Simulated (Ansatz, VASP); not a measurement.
# TaN: VASP beside Ansatz

```
CELL_PARAMETERS angstrom
3.05000 0.00000 0.00000
-1.52500 2.64138 0.00000
0.00000 0.00000 4.94000
ATOMIC_POSITIONS crystal
Ta 0.33333 0.66667 0.00000
Ta 0.66667 0.33333 0.50000
N 0.33333 0.66667 0.38500
N 0.66667 0.33333 0.88500
```

Alike in both runs: task single point; functional PBE; k mesh 8 × 8 × 4; occupations gaussian, width 0.1 eV; no spin polarisation.

|  | VASP | Ansatz |
| --- | --- | --- |
| version | VASP 6.6.1 | Ansatz 0.2.0 |
| potentials or method | VASP PAW PBE potentials, release 64 (Ta_pv, N) | scalar-relativistic, plane waves, PAW |
| plane-wave cutoff (eV) | 520 | 420 |
| valence electrons in the cell | 32 | 36 |

|  | VASP | Ansatz | Ansatz less VASP |
| --- | --- | --- | --- |
| gap on the k mesh at the Fermi level (eV) | none | none | - |
| rms of the force components (eV/Å) | 1.325 | 1.298 | -0.0277 |

Atom by atom the forces differ by 0.028 eV/Å (rms over components). A gap of «none» marks a metal or a gap that the smearing closes. The functional is the same, so the differences come from potentials, cutoffs and numerics. The two sets of potentials don't hold the same shells in valence.

Caveats: forces of over 1 eV/Å show positions far from the minimum, so gaps and moduli don't describe the material at rest. Spin-orbit coupling is left out, which matters for the levels of Ta.
